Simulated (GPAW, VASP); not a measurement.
Given: the input of a run of VASP 6.6.1 on PbSe (Clausthalite). 

The input INCAR:

```
PREC     = Accurate       # precision mode
ENCUT    = 520            # plane-wave cutoff, eV
EDIFF    = 1E-7           # SCF threshold, eV
ISMEAR   = -1             # smearing method
SIGMA    = 0.05           # smearing width, eV
LREAL    = F              # projectors in reciprocal space
LASPH    = T              # aspherical terms in the spheres
NELM     = 80             # most SCF steps
ALGO     = Normal         # electronic algorithm
ISIF     = 2              # what is computed and relaxed
LWAVE    = F              # write WAVECAR
LCHARG   = F              # write CHGCAR
GGA      = PS             # functional
NBANDS   = 17             # bands
```

The input KPOINTS:

```
regular mesh
0
Gamma
  8 8 8
```

The input POSCAR:

```
PbSe
1.0
    0.0000000000      3.0606500000      3.0606500000
    3.0606500000      0.0000000000      3.0606500000
    3.0606500000      3.0606500000      0.0000000000
Pb Se
1 1
Direct
    0.0000000000      0.0000000000      0.0000000000
    0.5000000000      0.5000000000      0.5000000000
```

Potentials or basis: VASP PAW PBE potentials, release 64 (Pb_d, Se).

Run with:

```sh
$ cat potpaw_PBE.64/Pb_d/POTCAR potpaw_PBE.64/Se/POTCAR > POTCAR
$ mpirun -np 1 vasp_std > vasp.out
```

Q: Set up the same calculation for GPAW 26.7.0 (ASE script). Potentials or basis there: PAW data sets generated for this functional, cutoff 600 eV.

A: As run (cutoffs and basis follow the program's own potentials, and thresholds, step limits or extra output files can differ):

Contents of run.py:

```python
from ase import Atoms
from ase.dft.bandgap import bandgap
from ase.io import write
from ase.units import Bohr, GPa
from gpaw import GPAW, PW, setup_paths
from gpaw.elf import elf_from_dft_calculation

setup_paths.insert(0, '.')

atoms = Atoms(['Pb', 'Se'],
              cell=[[0.0, 3.06065, 3.06065],
                    [3.06065, 0.0, 3.06065],
                    [3.06065, 3.06065, 0.0]],
              scaled_positions=[[0.0, 0.0, 0.0],
                                [0.5, 0.5, 0.5]],
              pbc=True)

calc = GPAW(mode=PW(600),
            xc='PBEsol',
            kpts={'size': (8, 8, 8), 'gamma': True},
            occupations={'name': 'fermi-dirac', 'width': 0.05},
            nbands=19,
            convergence={'density': 1e-05, 'energy': 1e-05},
            maxiter=150,
            txt='gpaw.txt')
atoms.calc = calc
energy = atoms.get_potential_energy()
forces = atoms.get_forces()
stress = atoms.get_stress()
calc.write('gs.gpw')
write('result.traj', atoms)
print(f'Energy: {energy:.6f} eV')
print('Forces (eV/A):')
print(forces.round(4))
print('Stress (GPa):', (stress / GPa).round(3))
print('Fermi level:', round(calc.get_fermi_level(), 4), 'eV')
print(f'Gap: {bandgap(calc)[0]:.4f} eV, direct: {bandgap(calc, direct=True)[0]:.4f} eV')

# fields on the real-space grid
write('density.cube', atoms, data=calc.get_pseudo_density() * Bohr**3)
write('potential.cube', atoms, data=calc.get_electrostatic_potential())
write('elf.cube', atoms, data=elf_from_dft_calculation(calc).data)
```

Potentials or basis: PAW data sets generated in the run's folder for this functional, pw.

The run is started by

```bash
$ gpaw-setup -f PBEsol Pb Se
$ OMP_NUM_THREADS=1 python run.py
```

Both were run:

|  | VASP | GPAW |
| --- | --- | --- |
| Pressure | -0.5 GPa | -0.7 GPa |

VASP's potentials were made for PBE.

Pressure is positive in compression.
